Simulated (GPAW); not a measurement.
# Quasiparticle gap of BaTe (Fm-3m) in GPAW

How does a plane-wave GW calculation on BaTe (Fm-3m) run from the first input to the gap?

Calculated with GPAW 26.7.0; PBE and many-body steps on it, plane waves.

The database entry behind the starting cell differs from later determinations by our own check (about 0.2 % short), so it need not match the best structure at ambient conditions.

## 1. Set-up

The structure is cubic, space group Fm-3m (No. 225). Conventional cell: a = 6.986 Å, b = 6.986 Å, c = 6.986 Å, α = 90.00°, β = 90.00°, γ = 90.00°. Ba has 6 Te at 3.49 Å nearest. Te has 6 Ba at 3.49 Å nearest. Farther neighbours and most contacts between anions are not listed.

The cell and positions come from the Crystallography Open Database and are kept as given unless a step says otherwise. Spin-orbit coupling is left out unless a step names it.

## 2. Ground state

This step: GPAW 26.7.0; DFT, PBE, plane waves, PAW.

The ground-state density comes first.

Contents of run.py:

```python
import json
import numpy as np
from gpaw.mpi import world
from ase import Atoms
from gpaw import GPAW, PW, FermiDirac

atoms = Atoms(['Ba', 'Te'],
    cell=[[0.0000000000, 3.4930000000, 3.4930000000],
      [3.4930000000, 0.0000000000, 3.4930000000],
      [3.4930000000, 3.4930000000, 0.0000000000]],
    scaled_positions=[[0.0000000000, 0.0000000000, 0.0000000000],
      [0.5000000000, 0.5000000000, 0.5000000000]],
    pbc=(True, True, True))
calc = GPAW(mode=PW(450),
    xc='PBE',
    kpts={'size': (6, 6, 6), 'gamma': True},
    occupations=FermiDirac(0.001),
    nbands=-7,
    convergence={'density': 1e-6, 'bands': -3},
    maxiter=100,
    txt='gs.txt')
atoms.calc = calc
res = {'energy': atoms.get_potential_energy()}
kpts = calc.get_ibz_k_points()
res['kpts'] = kpts
res['eigenvalues'] = [calc.get_eigenvalues(kpt=k) for k in range(len(kpts))]
res['n_electrons'] = calc.get_number_of_electrons()
calc.write('gs.gpw')

if world.rank == 0:
    with open('result.json', 'w') as f:
        json.dump(res, f, default=lambda x: x.tolist())
```

Command:

```bash
$ mpirun -n 4 gpaw python run.py
```

Numbers of over 12 decimals in the logs are rounded to 6 here.

Log:

```text
__  _  _
 | _ |_)|_||  |
 |__||  | ||/\| - 26.7.0

Input parameters:
  mode=PW(ecut=450.000000),
  convergence={'density': 1e-06, 'bands': -3},
  kpts=MonkhorstPack(size=(6, 6, 6), gamma=True),
  maxiter=100,
  nbands=-7,
  occupations=Occupations(name='fermi-dirac', width=0.001, fixmagmom=False),
  xc=XC(name='PBE')
  [... matrices ...]
Diagonalizing LCAO Hamiltonian
Converting LCAO to pw mode

                  Te

       Ba

Atoms  # Å, Bohr magnetons
|   | symbol |        x |        y |        z |    initial magnetic moments |
| 0 |     Ba | 0.000000 | 0.000000 | 0.000000 | ( 0.0000,  0.0000,  0.0000) |
| 1 |     Te | 3.493000 | 3.493000 | 3.493000 | ( 0.0000,  0.0000,  0.0000) |

Unit cell  # Å
| periodic |        x |        y |        z |  lengths |    angles |
|      yes | 0.000000 | 3.493000 | 3.493000 | 4.939848 | 60.000000 |
|      yes | 3.493000 | 0.000000 | 3.493000 | 4.939848 | 60.000000 |
|      yes | 3.493000 | 3.493000 | 0.000000 | 4.939848 | 60.000000 |

Number of symmetries: 48
Symmetry operations  # r_c * U_cc + t_c -> r_c
|    | kind |            matrix            |
|  0 |  σ   |  1, 0, 0,  1, 0,-1,  1,-1, 0 |
|  1 |  C2  |  1, 0, 0,  1,-1, 0,  1, 0,-1 |
|  2 |  E   |  1, 0, 0,  0, 1, 0,  0, 0, 1 |
|  3 |  σ   |  1, 0, 0,  0, 0, 1,  0, 1, 0 |
|  4 |  C4  |  1, 0,-1,  1, 0, 0,  1,-1, 0 |
|  5 |  S6  |  1, 0,-1,  1,-1, 0,  1, 0, 0 |
|  6 |  σ   |  1, 0,-1,  0, 1,-1,  0, 0,-1 |
|  7 |  C3  |  1, 0,-1,  0, 0,-1,  0, 1,-1 |
|  8 |  S6  |  1,-1, 0,  1, 0, 0,  1, 0,-1 |
|  9 |  C4  |  1,-1, 0,  1, 0,-1,  1, 0, 0 |
| 10 |  C3  |  1,-1, 0,  0,-1, 1,  0,-1, 0 |
| 11 |  σ   |  1,-1, 0,  0,-1, 0,  0,-1, 1 |
| 12 |  σ   |  0, 1, 0,  1, 0, 0,  0, 0, 1 |
| 13 |  C4  |  0, 1, 0,  0, 1,-1, -1, 1, 0 |
| 14 |  C3  |  0, 1, 0,  0, 0, 1,  1, 0, 0 |
| 15 |  S6  |  0, 1, 0, -1, 1, 0,  0, 1,-1 |
| 16 |  C2  |  0, 1,-1,  1, 0,-1,  0, 0,-1 |
| 17 |  σ   |  0, 1,-1,  0, 1, 0, -1, 1, 0 |
| 18 |  S4  |  0, 1,-1,  0, 0,-1,  1, 0,-1 |
| 19 |  C4  |  0, 1,-1, -1, 1, 0,  0, 1, 0 |
| 20 |  C3  |  0, 0, 1,  1, 0, 0,  0, 1, 0 |
| 21 |  σ   |  0, 0, 1,  0, 1, 0,  1, 0, 0 |
| 22 |  S6  |  0, 0, 1,  0,-1, 1, -1, 0, 1 |
| 23 |  C4  |  0, 0, 1, -1, 0, 1,  0,-1, 1 |
| 24 |  S4  |  0, 0,-1,  1, 0,-1,  0, 1,-1 |
| 25 |  C3  |  0, 0,-1,  0, 1,-1,  1, 0,-1 |
| 26 |  C2  |  0, 0,-1,  0,-1, 0, -1, 0, 0 |
| 27 |  S6  |  0, 0,-1, -1, 0, 0,  0,-1, 0 |
| 28 |  S4  |  0,-1, 1,  1,-1, 0,  0,-1, 0 |
| 29 |  C4  |  0,-1, 1,  0, 0, 1, -1, 0, 1 |
| 30 |  C2  |  0,-1, 1,  0,-1, 0,  1,-1, 0 |
| 31 |  σ   |  0,-1, 1, -1, 0, 1,  0, 0, 1 |
| 32 |  C3  |  0,-1, 0,  1,-1, 0,  0,-1, 1 |
| 33 |  S6  |  0,-1, 0,  0, 0,-1, -1, 0, 0 |
| 34 |  S4  |  0,-1, 0,  0,-1, 1,  1,-1, 0 |
| 35 |  C2  |  0,-1, 0, -1, 0, 0,  0, 0,-1 |
| 36 |  C2  | -1, 1, 0,  0, 1, 0,  0, 1,-1 |
| 37 |  S6  | -1, 1, 0,  0, 1,-1,  0, 1, 0 |
| 38 |  S4  | -1, 1, 0, -1, 0, 1, -1, 0, 0 |
| 39 |  C3  | -1, 1, 0, -1, 0, 0, -1, 0, 1 |
| 40 |  S6  | -1, 0, 1,  0, 0, 1,  0,-1, 1 |
| 41 |  C2  | -1, 0, 1,  0,-1, 1,  0, 0, 1 |
| 42 |  C3  | -1, 0, 1, -1, 1, 0, -1, 0, 0 |
| 43 |  S4  | -1, 0, 1, -1, 0, 0, -1, 1, 0 |
| 44 |  C2  | -1, 0, 0,  0, 0,-1,  0,-1, 0 |
| 45 |  i   | -1, 0, 0,  0,-1, 0,  0, 0,-1 |
| 46 |  σ   | -1, 0, 0, -1, 1, 0, -1, 0, 1 |
| 47 |  C2  | -1, 0, 0, -1, 0, 1, -1, 1, 0 |

BZ-sampling:
  Number of BZ points: 216
  Number of IBZ points: 16

  Monkhorst-Pack size: [6, 6, 6]
  Monkhorst-Pack shift: [0.083333, 0.083333, 0.083333]

K-points  # in reciprocal-cell coordinates
|     |                                coordinates |     weight |
|   0 | (  0.00000000,   0.00000000,   0.00000000) | 0.00462963 |
|   1 | (  0.16666667,   0.16666667,   0.00000000) | 0.02777778 |
|   2 | (  0.16666667,   0.16666667,   0.16666667) | 0.03703704 |
|   3 | (  0.33333333,   0.16666667,   0.16666667) | 0.05555556 |
|   4 | (  0.33333333,   0.33333333,  -0.33333333) | 0.05555556 |
|   5 | (  0.33333333,   0.33333333,   0.00000000) | 0.02777778 |
|   6 | (  0.33333333,   0.33333333,   0.16666667) | 0.11111111 |
|   7 | (  0.33333333,   0.33333333,   0.33333333) | 0.03703704 |
|   8 | (  0.50000000,   0.33333333,  -0.33333333) | 0.11111111 |
|   9 | (  0.50000000,   0.33333333,  -0.16666667) | 0.05555556 |
| ... |                                            |            |
|  15 | (  0.50000000,   0.50000000,   0.50000000) | 0.01851852 |

Plane wave coefficients: 1873
Cutoff: 450.000000 eV

Spin-components: 1 (collinear spins)
Bands:           15
Projectors:      11
Spin-degeneracy: 2
Datatype:        complex128

  Storage: CPU
  Wave functions: 7_054_080 bytes (1_763_520 per core)
  Projectors: 10_345_984 bytes (2_586_496 per core)
  [... matrices ...]
Parallelization:
  kpt:    4
  domain: 1
  band:   1

Density:
  Valence electrons: 16.0
  Components: 1
  Grid points: [25 25 25]
  Charge: 0.0  # |e|

Potential:
  Grid points: [25 25 25]

species:
  Ba:
    name:    Barium
    Z:       56.0
    valence: 10
    core:    46
    charge:  0.0  # [|e|]
    compensation charges:
      type: gauss
      rc: 0.37  # [Å]
      lmax: 2
    cutoffs:
      filter: 2.06  # [Å]
      core: 2.33  # [Å]
    projectors
    | kind |    occ | energy [eV] | rcut [Å] |
    |   5s |  2.000 |     -33.644 |    1.164 |
    |   6s |  2.000 |      -3.229 |    1.164 |
    |   5p |  6.000 |     -18.744 |    1.164 |
    |    p |        |       0.000 |    1.164 |
    |    d |        |       0.000 |    1.164 |
    |    d |        |      27.211 |    1.164 |

    Using partial waves for Ba as LCAO basis

  Te:
    name:    Tellurium
    Z:       52.0
    valence: 6
    core:    46
    charge:  0.0  # [|e|]
    compensation charges:
      type: gauss
      rc: 0.36  # [Å]
      lmax: 2
    cutoffs:
      filter: 2.09  # [Å]
      core: 3.17  # [Å]
    projectors
    | kind |    occ | energy [eV] | rcut [Å] |
    |   5s |  2.000 |     -15.089 |    1.180 |
    |   5p |  4.000 |      -5.955 |    1.196 |
    |    s |        |      12.123 |    1.180 |
    |    p |        |      21.256 |    1.196 |
    |    d |        |       0.000 |    1.238 |

    Using partial waves for Te as LCAO basis

Reference energy: -406068.525945  # eV

eigensolver:
  PPCG
  Converge bands: -3
  niter=2

density mixing:
  MSR1-Mixer
  Pratt-step length: 0.05
  Maximum mixing coefficient: 0.75
  Old densities: 10
  SVD Regularization: 0.005
  Good broyden scale: 1.0
  Trust region scale: 1.0
  Backstep threshold: 4.0
  History deletion threshold: 6.0
  Fourier metric: weight=20.0, sigma=0.015

occupation numbers:
  Fermi-Dirac:
    width: 0.0010  # eV

poisson solver:
  ecut: 3600.000000  # eV

xc functional:
  name: PBE with 2 nearest neighbor stencil

Initialization done in: 0.854 s

convergence criteria:
- Maximum integral of absolute [dens]ity change: 1e-06 electrons / valence electron
- Maximum [total energy] change in last 3 cyles: 0.0005 eV / valence electron
- Maximum integral of absolute [eigenst]ate change: 4e-08 eV^2 / valence electron
maximum number of iterations: 100

SCF iterations
|iter     |     time |      energy | eigst |  dens |
|iter:   1|  |   -8.769204 | +1.80 |       |
|iter:   2|  |   -8.762816 | +0.34 | -1.13 |
|iter:   3|  |   -8.650031 | -0.07 | -1.17 |
|iter:   4|  |   -8.650017 | -0.90 | -1.63 |
|iter:   5|  |   -8.651013c| -1.28 | -2.14 |
|iter:   6|  |   -8.651142c| -3.11 | -2.73 |
|iter:   7|  |   -8.651146c| -4.56 | -3.64 |
|iter:   8|  |   -8.651147c| -5.82 | -4.07 |
|iter:   9|  |   -8.651147c| -6.85 | -5.01 |
|iter:  10|  |   -8.651147c| -7.65c| -5.69 |
|iter:  11|  |   -8.651147c| -8.54c| -6.50c|

Converged in 11 steps
SCF loop duration: 2.336 s (0.212 s/step)
Energy contributions relative to reference atoms: (reference = -406068.525945)
  [... matrices ...]
Energy contributions:
  Kinetic:          15.036175
  Coulomb:         -13.569592
  Zero:              0.120831
  External:          0.000000
  Xc:              -10.238561
  Entropy:          -0.000000
  Spinorbit:         0.000000
  ----------------------------
  Free energy:      -8.651147
  Extrapolated:     -8.651147

dipole moment: (-42.262417, -42.262417, -42.262417)  # |e|*Ang

Fermi level: 5.905
Eigenvalues  # (at kpt = [0.000, 0.000, 0.000])
| band index |      eig [eV] | occ [0-2] |
|          0 |       -22.259 |     2.000 |
|          1 |        -7.443 |     2.000 |
|          2 |        -7.443 |     2.000 |
|          3 |        -7.443 |     2.000 |
|          4 |        -4.821 |     2.000 |
|          5 |         4.697 |     2.000 |
|          6 |         4.697 |     2.000 |
|          7 |         4.697 |     2.000 |
|          8 |         7.643 |     0.000 |
|          9 |         7.643 |     0.000 |
|         10 |         7.643 |     0.000 |
|         11 |         7.656 |     0.000 |
|         12 |         8.266 |     0.000 |
|         13 |         8.266 |     0.000 |
|         14 |        11.641 |     0.000 |

Gap: 1.529 eV
Transition (v -> c):
  (s=0, k=0, n=7, [0.00, 0.00, 0.00]) -> (s=0, k=12, n=8, [0.50, 0.50, 0.00])
Direct/indirect transitions are different
Direct gap: 1.906 eV
Transition at: (s=0, k=12, n=7, [0.50, 0.50, 0.00])
# Writing to gs.gpw (mode='')
  [... matrices ...]
```

Wall time 4.7 s (4 MPI ranks of Arm Neoverse V2, shared host); peak memory 0.65 GiB; 18 s of CPU time.

This step gave:

| Item | Value |
| --- | --- |
| total energy | -8.651 eV |
| gap | 1.529 eV |
| k of the valence top | 0, 0, 0 |
| k of the conduction bottom | 0.5, 0.5, 0 |
| least direct gap | 1.906 eV |

The gap is indirect, with the least direct gap 0.38 eV higher.

## 3. Empty states on the mesh, 4×4×4 mesh, 148 bands

The sums over transitions need many empty states on a uniform mesh; this step solves for them.

Contents of run.py:

```python
import json
import numpy as np
from gpaw.mpi import world
from gpaw import GPAW

calc = GPAW('gs.gpw').fixed_density(kpts={'size': (4, 4, 4), 'gamma': True},
    parallel={'domain': 1, 'band': 1},
    txt='nscf.txt')
calc.diagonalize_full_hamiltonian(nbands=148)
calc.write('full.gpw', mode='all')
res = {}
kpts = calc.get_ibz_k_points()
res['kpts'] = kpts
res['eigenvalues'] = [calc.get_eigenvalues(kpt=k) for k in range(len(kpts))]
res['n_electrons'] = calc.get_number_of_electrons()

if world.rank == 0:
    with open('result.json', 'w') as f:
        json.dump(res, f, default=lambda x: x.tolist())
```

Command:

```bash
$ mpirun -n 4 gpaw python run.py
```

Log:

```text
Diagonalizing LCAO Hamiltonian
Converting LCAO to pw mode
convergence criteria:
- Maximum integral of absolute [eigenst]ate change: 4e-08 eV^2 / valence electron
maximum number of iterations: 100

SCF iterations
|iter     |     time |      energy | eigst |  dens |
|iter:   1|  |             | +1.86 |       |
|iter:   2|  |             | +0.33 |       |
|iter:   3|  |             | +0.15 |       |
[...]
|iter:  11|  |             | -6.43 |       |
|iter:  12|  |             | -7.24 |       |
|iter:  13|  |             | -7.78c|       |
SCF steps: 13
  __  _  _
 | _ |_)|_||  |
 |__||  | ||/\| - 26.7.0

Input parameters:
  mode=PW(ecut=450.000000),
  convergence={'density': 1e-06, 'bands': -3},
  gpts=array([25, 25, 25]),
  kpts=MonkhorstPack(size=(4, 4, 4), gamma=True),
  maxiter=100,
  nbands=15,
  occupations=Occupations(name='fermi-dirac', width=0.001, fixmagmom=False),
  parallel={'domain': 1, 'band': 1},
  xc=XC(name='PBE')
Matrix size: 1837x1837
# Writing to full.gpw (mode='all')
  [... matrices ...]

timing:  # [seconds]
  Total: 11.968  # ━━━━━━━━━━━━━━━━━━━━━━━━━━━━━━━━━━━━━━━━━━━━━━━━━━━━━━━━━━
```

It took 15 s on 4 MPI ranks; peak memory 1.7 GiB; 61 s of CPU time.

Numbers from this step:

* gap: 1.529 eV
* k of the valence top: 0, 0, 0
* k of the conduction bottom: 0.5, 0.5, 0
* least direct gap: 1.906 eV
* k points computed: 8
* lowest point of the top converged band, above the valence top: 71.6964 eV

On this mesh the gap is 1.529 eV.

## 4. Screening and self-energy, 4×4×4 mesh, 138 bands, screening to 80 eV

G0W0 replaces the xc potential by the self-energy, built once from these orbitals. Only a window of levels is corrected, while the sums run over the empty bands that the input names.

This step: G0W0 on PBE, plane waves, PAW.

Contents of run.py:

```python
import json
import numpy as np
from gpaw.mpi import world
from gpaw.response.g0w0 import G0W0

gw = G0W0('full.gpw',
    filename='gw',
    kpts=[0, 5],
    bands=(6, 10),
    ecut=80,
    nbands=138,
    integrate_gamma='WS',
    ppa=True)
gw.calculate()
res = {mode: {k: v for k, v in r.items() if k != 'sigma_eskwn'}
       for mode, r in gw.all_results.items()}

if world.rank == 0:
    with open('result.json', 'w') as f:
        json.dump(res, f, default=lambda x: x.tolist())
```

Command:

```bash
$ mpirun -n 4 gpaw python run.py
```

Log:

```text
Using integrator: PointIntegrator
FrequencyGridDescriptor(from 0.000+0.000j to 0.000+27.211j eV, 2 points)
Nonperiodic BCs:  [False False False]
Using integrator: PointIntegrator
FrequencyGridDescriptor(from 0.000+0.000j to 0.000+27.211j eV, 2 points)
Nonperiodic BCs:  [False False False]
  ___  _ _ _
 |   || | | |
 | | || | | |
 |__ ||_____|
 |___|

BZ k-points: Symmetries present (total): 48

  [... matrices ...]
64 k-points: 4 x 4 x 4 Monkhorst-Pack grid + [1/8,1/8,1/8]
8 k-points in the irreducible part of the Brillouin zone
       k-points in crystal coordinates                weights
   0:     0.00000000    0.00000000    0.00000000          1/64
   1:     0.25000000    0.25000000    0.00000000          6/64
   2:     0.25000000    0.25000000    0.25000000          8/64
   3:     0.50000000    0.25000000   -0.25000000          6/64
   4:     0.50000000    0.25000000    0.25000000         12/64
   5:     0.50000000    0.50000000    0.00000000          3/64
   6:     0.50000000    0.50000000    0.25000000         24/64
   7:     0.50000000    0.50000000    0.50000000          4/64

Distributing spins, k-points and bands (1 x 2 x 4) over 4 processes
Number of blocks: 1

Quasi particle states:
k-points (IBZ indices): [0, 5]
Band range: (6, 10)
  [... matrices ...]
Computational parameters:
Plane wave cut-off: 80 eV
Number of bands: 138
Coulomb cutoff: None
Broadening: 0.1 eV

fxc modes: GW
Kernel: RPA
Using Godby-Needs plasmon-pole approximation:
  Fitting energy: i*E0, E0 = 1.000 Hartree
Summing all q:

Calculating screened Coulomb potential
No Coulomb truncation
FrequencyGridDescriptor(from 0.000+0.000j to 0.000+27.211j eV, 2 points)
Removing empty qpoint cache files...

Calculating chi0 body with:
    Ground state adapter containing:
    Number of spins: 1
    Number of kpoints: 64
    Number of irreducible kpoints: 8
    Number of completely occupied states: 8
    Number of partially occupied states: 8
    Occupied states memory: 1.907349 M / cpu

    Linear response parametrization:
    q_c: [0.0, 0.0, 0.0]
    Number of frequency points: 2
    Planewave cutoff: 80.0
    Number of bands: 138
    Number of planewaves: 137
    Broadening (eta): 1e-06
    comm.size: 4
    kncomm.size: 4
    blockcomm.size: 1

    Memory estimate of potentially large arrays:
        chi0_wGG: 0.572784 M / cpu
Integrating chi0 body.

Symmetries of q_c:
    Direct symmetries (Uq -> q): 48
    Indirect symmetries (TUq -> q): 0
In total 48 allowed symmetries.

  [... matrices ...]
8 groups of equivalent kpoints. 87.5% reduction.

Integral kind: response function
Integrating chi0 head and wings.

Symmetries of q_c:
    Direct symmetries (Uq -> q): 48
    Indirect symmetries (TUq -> q): 0
In total 48 allowed symmetries.

  [... matrices ...]
8 groups of equivalent kpoints. 87.5% reduction.

Integral kind: response function wings

Calculating chi0 body with:
    Ground state adapter containing:
    Number of spins: 1
    Number of kpoints: 64
    Number of irreducible kpoints: 8
    Number of completely occupied states: 8
    Number of partially occupied states: 8
    Occupied states memory: 1.907349 M / cpu

    Linear response parametrization:
[... the further q-points ...]

Results:
f:      Occupation numbers
eps:     KS-eigenvalues [eV]
vxc:     KS vxc [eV]
exx:     Exact exchange [eV]
sigma:   Self-energies [eV]
dsigma:  Self-energy derivatives
Z:       Renormalization factors
qp:      QP-energies [eV]

k-point 0 (0): (0.000, 0.000, 0.000)                GW
band       f     eps     vxc     exx   sigma  dsigma       Z      qp
                                                                   GW
   6   1.000   4.697 -13.305 -15.404   1.221  -0.251   0.799   3.995
   7   1.000   4.697 -13.305 -15.404   1.222  -0.251   0.799   3.995
   8   0.000   7.643  -9.485  -5.238  -3.750  -0.232   0.812   8.047
   9   0.000   7.643  -9.485  -5.238  -3.750  -0.232   0.812   8.047

k-point 1 (5): (0.500, 0.500, 0.000)                GW
band       f     eps     vxc     exx   sigma  dsigma       Z      qp
                                                                   GW
   6   1.000   4.319 -13.055 -15.372   1.361  -0.253   0.798   3.556
   7   1.000   4.319 -13.055 -15.372   1.361  -0.253   0.798   3.556
   8   0.000   6.225  -8.305  -4.739  -3.354  -0.224   0.817   6.399
   9   0.000   9.162 -12.050  -7.323  -3.822  -0.236   0.809   9.894
```

Elapsed: 37 s, on 4 MPI ranks; peak memory 1.3 GiB; 2.5 min of CPU time.

This step gave:

```yaml
g0w0_gap_on_the_points_computed: 2.404 eV
least_direct_g0w0_gap_on_the_computed_points: 2.843 eV
z_at_the_valence_top: 0.7993
z_at_the_conduction_bottom: 0.8170
starting_gap_on_the_mesh: 1.529 eV
k_of_the_valence_top: 0, 0, 0
k_of_the_conduction_bottom: 0.5, 0.5, 0
```

The gap on the mesh goes from 1.53 eV to 2.40 eV, a correction of +0.88 eV.

Limits: finite bands, cutoff and mesh; no spin-orbit coupling. v1 is the top filled band, c1 the lowest empty one. Levels before and after the correction, in eV, zero at the valence-band top of each column:

```csv
,conduction bottom,valence top
Kohn-Sham,1.53,0.00
G0W0,2.40,0.00
```

```csv
,level,energy (eV)
Kohn-Sham,Γ v2-v1,0.000
Kohn-Sham,Γ c1-c2,2.946
Kohn-Sham,(0.5 0.5 0) v2-v1,-0.377
Kohn-Sham,(0.5 0.5 0) c1,1.529
Kohn-Sham,(0.5 0.5 0) c2,4.465
G0W0,Γ v2-v1,0.000
G0W0,Γ c1-c2,4.052
G0W0,(0.5 0.5 0) v2-v1,-0.439
G0W0,(0.5 0.5 0) c1,2.404
G0W0,(0.5 0.5 0) c2,5.899
```

## 5. Where the time went

Times are wall times on 4 MPI ranks of Arm Neoverse V2, shared host, good to a factor of about two.

```csv
step,time,share,memory (GiB)
ground state,4.7 s,8 %,0.65
empty states on the mesh,15 s,27 %,1.7
screening and self-energy,37 s,65 %,1.3
```

## 6. Outcome

```json
{
 "PBE gap": "1.53 eV, indirect",
 "G0W0 gap on the mesh": "2.40 eV",
 "GW settings": "4×4×4 mesh, 138 bands, screening to 80 eV, Godby-Needs plasmon pole",
 "known limits": "not at the basis limit; no spin-orbit coupling"
}
```

G0W0 moves the gap on the mesh from 1.53 eV to 2.40 eV (+0.88 eV), with Z of 0.80 and 0.82 at the edges. Only 2 of the mesh's irreducible points were corrected, so a valley elsewhere could overtake. The dearest step here is «screening and self-energy». Bands and cutoff are finite, so the gap is not at the basis limit. The miss can reach some tenths of an eV and take either sign; the mesh is an error of its own. These stock PAW sets were not made for GW; the filled d or f shell of Te lies in the frozen core, which bears on start and correction. In the G0W0 run levels were corrected at 2 k points alone, so a gap called «on the mesh» is the least over those, and an edge elsewhere would be missed. The many-body steps are scalar-relativistic: spin-orbit coupling is not in them.

[Paths, hosts, dates, memory and timing lines, banners, echoed tables and standing remarks are left out of the program output.]

[Logs are printed without paths, hosts, clocks, repeated set-up lines and the standing remarks that a program may print on its own settings, such as how far it seeks lower states.]

[Runs of the session that timed out or met a known fault of the program may be left out.]

[Hosts, paths, dates, database ids (printed as entryN), source tags and the programs' standing remarks are cut or masked in the printed files.]
